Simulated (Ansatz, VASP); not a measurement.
# GaAs (GaAs(110)) in two plane-wave programs, part 2 of 2

Aim: how closely do two programs agree when they are given the same cell, functional and k mesh? The cell is taken from a series of runs on this material, whose earlier steps may have relaxed, scaled, displaced or heated it; both programs get it as it stands. Valence electrons are named where the data sets of a main pair hold unlike numbers.

VASP 6.6.1 and Ansatz 0.2.0.

So far: The starting structure; Ansatz: single point, PBE.

### Step 3. VASP: single point, PBE

Level of this step: PBE; plane waves and PAW (Ga_d_GW, As_GW) (VASP).

The same cell, functional, mesh and smearing now go to VASP, with its own data sets.

Lines of VASP's logs that name or quote its potential files are left out, and so is its time.

Input file INCAR:

```
SYSTEM = GaAs
PREC = Accurate
ENCUT = 650
EDIFF = 1E-06
NELM = 100
ISMEAR = 0
SIGMA = 0.03
LREAL = .FALSE.
ALGO = Normal
GGA = PE
NBANDS = 100
LORBIT = 11
LWAVE = .FALSE.
LCHARG = .FALSE.
KPAR = 2
NCORE = 2
ISIF = 0
LDIPOL = .TRUE.
IDIPOL = 3
DIPOL = 0.5 0.5 0.5
LVHAR = .TRUE.
```

Input file POSCAR:

```
GaAs
1.0
    4.1549222447      0.0000000000      0.0000000000
    0.0000000000      5.8759473891      0.0000000000
    0.0000000000      0.0000000000     32.1518438136
Ga As
9 9
Direct
    0.0000000000      0.0577497807      0.2632204430
    0.5000000000      0.4843683325      0.3082859639
    0.0000000000      0.9930770182      0.3744059091
    0.5000000000      0.4947087697      0.4364033764
    0.0000000000      0.9973500076      0.5000000000
    0.5000000000      0.4947087697      0.5635966236
    0.0000000000      0.9930770182      0.6255940909
    0.5000000000      0.4843683325      0.6917140361
    0.0000000000      0.0577497807      0.7367795570
    0.0000000000      0.7313785412      0.3115008013
    0.5000000000      0.2598483475      0.2416183464
    0.0000000000      0.7417905528      0.4372233353
    0.5000000000      0.2411667067      0.3732724529
    0.0000000000      0.7417905528      0.5627766647
    0.5000000000      0.2444738938      0.5000000000
    0.0000000000      0.7313785412      0.6884991987
    0.5000000000      0.2411667067      0.6267275471
    0.5000000000      0.2598483475      0.7583816536
```

Input file KPOINTS:

```
Automatic mesh
0
Gamma
6 4 1
0 0 0
```

Potentials, in the order of the species: Ga_d_GW and As_GW (PBE family, release 64).

Started as:

```
$ mpirun -np 4 vasp_std
```

Numbers of over 12 decimals in the logs are rounded to 6 here.

The log of the run:

```text
[banner, memory and clock lines left out]
running    4 mpi-ranks, on    1 nodes
 distrk:  each k-point on    2 cores,    2 groups
 distr:  one band on    2 cores,    1 groups

 POSCAR found type information on POSCAR GaAs
 POSCAR found :  2 types and      18 ions
|                                                                             |
|               ----> ADVICE to this user running VASP <----                  |
|                                                                             |
|     You have a (more or less) 'large supercell' and for larger cells it     |
|     might be more efficient to use real-space projection operators.         |
|     Therefore, try LREAL= Auto in the INCAR file.                           |
|     Mind: For very accurate calculation, you might also keep the            |
|     reciprocal projection scheme (i.e. LREAL=.FALSE.).                      |
|                                                                             |

 LDA part: xc-table for (Slater+PW92), standard interpolation
 POSCAR, INCAR and KPOINTS ok, starting setup
 FFT: planning ... GRIDC
 FFT: planning ... GRID_SOFT
 FFT: planning ... GRID
 WAVECAR not read
 entering main loop
       N       E                     dE             d eps       ncg     rms          rms(c)
DAV:   1     0.183534780149E+04    0.18353E+04   -0.79025E+04  2456   0.195E+03
DAV:   2     0.229499781709E+03   -0.16058E+04   -0.15407E+04  2888   0.491E+02
DAV:   3    -0.444530734934E+02   -0.27395E+03   -0.26562E+03  3032   0.298E+02
DAV:   4    -0.726057334240E+02   -0.28153E+02   -0.27876E+02  3592   0.849E+01
DAV:   5    -0.741605602686E+02   -0.15548E+01   -0.15495E+01  3840   0.223E+01    0.887E+00
DAV:   6    -0.727434383381E+02    0.14171E+01   -0.27248E+00  3776   0.146E+01    0.483E+00
DAV:   7    -0.725218705370E+02    0.22157E+00   -0.16528E+00  3680   0.678E+00    0.147E+00
DAV:   8    -0.725121431246E+02    0.97274E-02   -0.21374E-01  3576   0.564E+00    0.468E-01
DAV:   9    -0.725142041094E+02   -0.20610E-02   -0.42876E-02  3288   0.187E+00    0.146E-01
DAV:  10    -0.725150291277E+02   -0.82502E-03   -0.55517E-03  3656   0.914E-01    0.897E-02
DAV:  11    -0.725156218996E+02   -0.59277E-03   -0.16861E-03  3200   0.505E-01    0.477E-02
DAV:  12    -0.725158339631E+02   -0.21206E-03   -0.62036E-04  3264   0.355E-01    0.224E-02
DAV:  13    -0.725159959503E+02   -0.16199E-03   -0.26283E-04  3656   0.128E-01    0.163E-02
DAV:  14    -0.725162289488E+02   -0.23300E-03   -0.70989E-05  3056   0.934E-02    0.817E-03
[...]
DAV:  18    -0.725165484980E+02   -0.19417E-04   -0.35691E-06  2128   0.123E-02    0.106E-03
DAV:  19    -0.725165627084E+02   -0.14210E-04   -0.10338E-06  1928   0.668E-03    0.717E-04
DAV:  20    -0.725165774192E+02   -0.14711E-04   -0.61879E-07  1816   0.842E-03    0.505E-04
DAV:  21    -0.725165878975E+02   -0.10478E-04   -0.39299E-07  1848   0.489E-03    0.346E-04
DAV:  22    -0.725165953029E+02   -0.74054E-05   -0.25069E-07  1728   0.562E-03    0.216E-04
DAV:  23    -0.725165987980E+02   -0.34951E-05   -0.16889E-07  1760   0.233E-03    0.120E-04
DAV:  24    -0.725165998528E+02   -0.10549E-05   -0.11035E-07  1680   0.240E-03    0.109E-04
DAV:  25    -0.725165999984E+02   -0.14559E-06   -0.62017E-08  1576   0.236E-03
   1 F= -.72516600E+02 E0= -.72516600E+02  d E =-.723574E-18
```

Parts of OUTCAR (step 3):

```text
ion  position               nearest neighbor table
   1  0.000  0.058  0.263-  10 2.47  11 2.49  11 2.49
   2  0.500  0.484  0.308-  11 2.52  13 2.53  10 2.54  10 2.54
   3  0.000  0.993  0.374-  12 2.50  13 2.54  13 2.54  10 2.54
   4  0.500  0.495  0.436-  13 2.52  15 2.52  12 2.53  12 2.53
   5  0.000  0.997  0.500-  12 2.52  14 2.52  15 2.53  15 2.53
   6  0.500  0.495  0.564-  17 2.52  15 2.52  14 2.53  14 2.53
   7  0.000  0.993  0.626-  14 2.50  17 2.54  17 2.54  16 2.54
   8  0.500  0.484  0.692-  18 2.52  17 2.53  16 2.54  16 2.54
   9  0.000  0.058  0.737-  16 2.47  18 2.49  18 2.49
  10  0.000  0.731  0.312-   1 2.47   2 2.54   2 2.54   3 2.54
  11  0.500  0.260  0.242-   1 2.49   1 2.49   2 2.52
  12  0.000  0.742  0.437-   3 2.50   5 2.52   4 2.53   4 2.53
  13  0.500  0.241  0.373-   4 2.52   2 2.53   3 2.54   3 2.54
  14  0.000  0.742  0.563-   7 2.50   5 2.52   6 2.53   6 2.53
  15  0.500  0.244  0.500-   4 2.52   6 2.52   5 2.53   5 2.53
  16  0.000  0.731  0.688-   9 2.47   8 2.54   8 2.54   7 2.54
  17  0.500  0.241  0.627-   6 2.52   8 2.53   7 2.54   7 2.54
  18  0.500  0.260  0.758-   9 2.49   9 2.49   8 2.52

  LATTYP: Found a simple orthorhombic cell.
 ALAT       =     4.1549222447
 B/A-ratio  =     1.4142135624
 C/A-ratio  =     7.7382540322

 Subroutine GETGRP returns: Found  4 space group operations
 (whereof  4 operations were pure point group operations)

The static configuration has the point symmetry C_2v.

 Found     12 irreducible k-points:

   k-points           NKPTS =     12   k-points in BZ     NKDIM =     12   number of bands    NBANDS=    100

   dimension x,y,z NGX =    36 NGY =   50 NGZ =  270
   dimension x,y,z NGXF=    72 NGYF=  100 NGZF=  540

   ENCUT  =  650.0 eV  47.77 Ry    6.91 a.u.   8.64 12.21 66.84*2*pi/ulx,y,z

   NELECT =     162.0000    total number of electrons

 k-points in reciprocal lattice and weights: Automatic mesh
   0.00000000  0.00000000  0.00000000       0.042
   0.16666667  0.00000000  0.00000000       0.083
   0.33333333  0.00000000  0.00000000       0.083
   0.50000000  0.00000000  0.00000000       0.042
   0.00000000  0.25000000  0.00000000       0.083
   0.16666667  0.25000000  0.00000000       0.167
   0.33333333  0.25000000  0.00000000       0.167
   0.50000000  0.25000000  0.00000000       0.083
   0.00000000  0.50000000  0.00000000       0.042
   0.16666667  0.50000000  0.00000000       0.083
   0.33333333  0.50000000  0.00000000       0.083
   0.50000000  0.50000000  0.00000000       0.042

 dipolmoment           0.000000      0.000000      0.000000 electrons x Angstroem

 average (electrostatic) potential at core
       1 -70.7640       2 -70.5798       3 -70.6284       4 -70.6156       5 -70.6244
       6 -70.6156       7 -70.6284       8 -70.5798       9 -70.7640      10 -54.6321
      11 -54.3021      12 -54.6271      13 -54.5919      14 -54.6271      15 -54.6041
      16 -54.6321      17 -54.5919      18 -54.3021

 E-fermi :  -0.3064

 k-point     1 :       0.0000    0.0000    0.0000
  band No.  band energies     occupation
    ...
     77      -0.7749      2.00000
     78      -0.6526      2.00000
     79      -0.6355      2.00000
     80      -0.5768      2.00000
     81      -0.4827      2.00000
     82       0.0297      0.00000
     83       0.8164      0.00000
     84       1.0261      0.00000
     85       1.1130      0.00000
     86       1.2612      0.00000
    ...

 k-point     2 :       0.1667    0.0000    0.0000
  band No.  band energies     occupation
    ...
     77      -1.5368      2.00000
     78      -1.2867      2.00000
     79      -1.2213      2.00000
     80      -0.9844      2.00000
     81      -0.6903      2.00000
     82       1.1961      0.00000
     83       1.5795      0.00000
     84       1.6860      0.00000
     85       2.0193      0.00000
     86       2.0289      0.00000
    ...

 k-point     3 :       0.3333    0.0000    0.0000
  band No.  band energies     occupation
    ...
     77      -2.0369      2.00000
     78      -1.9045      2.00000
     79      -1.5992      2.00000
     80      -1.3090      2.00000
     81      -0.9498      2.00000
     82       0.9385      0.00000
     83       1.0905      0.00000
     84       1.3933      0.00000
     85       1.6983      0.00000
     86       1.8050      0.00000
    ...

  energy-cutoff  :      650.00
  volume of cell :      784.96
      direct lattice vectors                 reciprocal lattice vectors
     4.154922245  0.000000000  0.000000000     0.240678391  0.000000000  0.000000000
     0.000000000  5.875947389  0.000000000     0.000000000  0.170185322  0.000000000
     0.000000000  0.000000000 32.151843814     0.000000000  0.000000000  0.031102415

 POSITION                                       TOTAL-FORCE (eV/Angst)
 -----------------------------------------------------------------------------------
      0.00000      0.33933      8.46302         0.000000      0.009516      0.004014
      2.07746      2.84612      9.91196        -0.000000      0.016774      0.020696
      0.00000      5.83527     12.03784         0.000000     -0.016354      0.004848
      2.07746      2.90688     14.03117        -0.000000     -0.027068      0.015082
      0.00000      5.86038     16.07592         0.000000     -0.007319      0.000000
      2.07746      2.90688     18.12067        -0.000000     -0.027068     -0.015082
      0.00000      5.83527     20.11400         0.000000     -0.016354     -0.004848
      2.07746      2.84612     22.23988        -0.000000      0.016774     -0.020696
      0.00000      0.33933     23.68882         0.000000      0.009516     -0.004014
      0.00000      4.29754     10.01533         0.000000      0.010095      0.014576
      2.07746      1.52686      7.76848         0.000000      0.017203      0.050806
      0.00000      4.35872     14.05754         0.000000     -0.014449      0.008548
      2.07746      1.41708     12.00140         0.000000      0.019527      0.014452
      0.00000      4.35872     18.09431         0.000000     -0.014449     -0.008548
      2.07746      1.43652     16.07592         0.000000     -0.023169      0.000000
      0.00000      4.29754     22.13652         0.000000      0.010095     -0.014576
      2.07746      1.41708     20.15045         0.000000      0.019527     -0.014452
      2.07746      1.52686     24.38337         0.000000      0.017203     -0.050806
 -----------------------------------------------------------------------------------
    total drift:                                0.000000      0.000559     -0.000000

  FREE ENERGIE OF THE ION-ELECTRON SYSTEM (eV)
  ---------------------------------------------------
  free  energy   TOTEN  =       -72.5165999984 eV

  energy  without entropy=      -72.5165999984  energy(sigma->0) =      -72.51660000

 vacuum level on the upper side and lower side of the slab         4.525         4.525

 total charge
# of ion       s       p       d       tot
------------------------------------------
    1        0.951   0.632   9.959  11.542
    2        0.880   0.708   9.975  11.564
    3        0.882   0.712   9.973  11.567
    4        0.882   0.711   9.974  11.567
    5        0.882   0.713   9.974  11.568
    6        0.882   0.711   9.974  11.567
    7        0.882   0.712   9.973  11.567
    8        0.880   0.708   9.975  11.564
    9        0.951   0.632   9.959  11.542
   10        1.209   1.507   0.026   2.742
   11        1.256   1.428   0.022   2.706
   12        1.207   1.507   0.026   2.740
   13        1.208   1.502   0.025   2.736
   14        1.207   1.507   0.026   2.740
   15        1.207   1.506   0.025   2.738
   16        1.209   1.507   0.026   2.742
   17        1.208   1.502   0.025   2.736
   18        1.256   1.428   0.022   2.706
--------------------------------------------------
tot         19.040  19.634  89.960 128.634

[... 3 further parts left out ...]
```

The gap is read on the k-mesh alone, so it is an upper bound where the band edges lie off the mesh.

### Step 4. Differences

Known differences besides the potentials themselves: the data sets hold 252 valence electrons in Ansatz (on its default PAW (the set named soft_2) files) and 162 in VASP; the cutoff is 420 eV in Ansatz and 650 eV in VASP; VASP leaves aspherical gradient terms in its spheres out (LASPH is not set), Ansatz keeps them. Total energies have different zeros and are not compared.

The two programs side by side:

```csv
quantity,Ansatz,VASP,difference
gap on the k mesh (eV),0.522,0.512,+0.010
```

At this near-relaxed geometry the largest component of a force difference is 30 meV/Å. A gap on the mesh is an upper bound, since the band edges may lie between its points. With vacuum in the cell, a pressure given here is an average over mostly empty space and none of the material.

### Step 5. Further runs

Further runs change the set-up of one program: Ansatz's method, potentials or start, or VASP's data sets, cutoff or form of LDA. The table gives Ansatz less VASP for each quantity, since a change that brings one quantity closer may part another.

```csv
run,r.m.s. force difference (meV/Å),gap on the k mesh (eV)
as above,6.9,0.0097
VASP with the data sets Ga_h and As,6.1,0.0012
```

### Step 6. Summary of results

```yaml
difference_in_gap_on_the_k_mesh_single_point_pbe: 0.0097 eV
r_m_s_force_difference_single_point_pbe: 6.9 meV/Å
```

In words: The r.m.s. force difference is 6.9 meV/Å (single point, PBE), within the 12 meV/Å picked in this series as the mark of a large difference. The data sets hold unlike numbers of valence electrons (252 in Ansatz and 162 in VASP), so part of the differences comes from the potentials. Single point, PBE, VASP with the data sets Ga_h and As: the difference in gap on the k mesh goes from 0.0097 to 0.0012 eV. How closely two codes agree says nothing of how well the functional describes the real material.

[Lines on the potential files, build, host, timing and source positions are cut from VASP's logs without a mark.]

[Logs are printed without paths, hosts, clocks, repeated set-up lines and the standing remarks that a program may print on its own settings, such as how far it seeks lower states.]

[Hosts, paths, dates, database ids (printed as entryN), source tags and the programs' standing remarks are cut or masked in the printed files.]
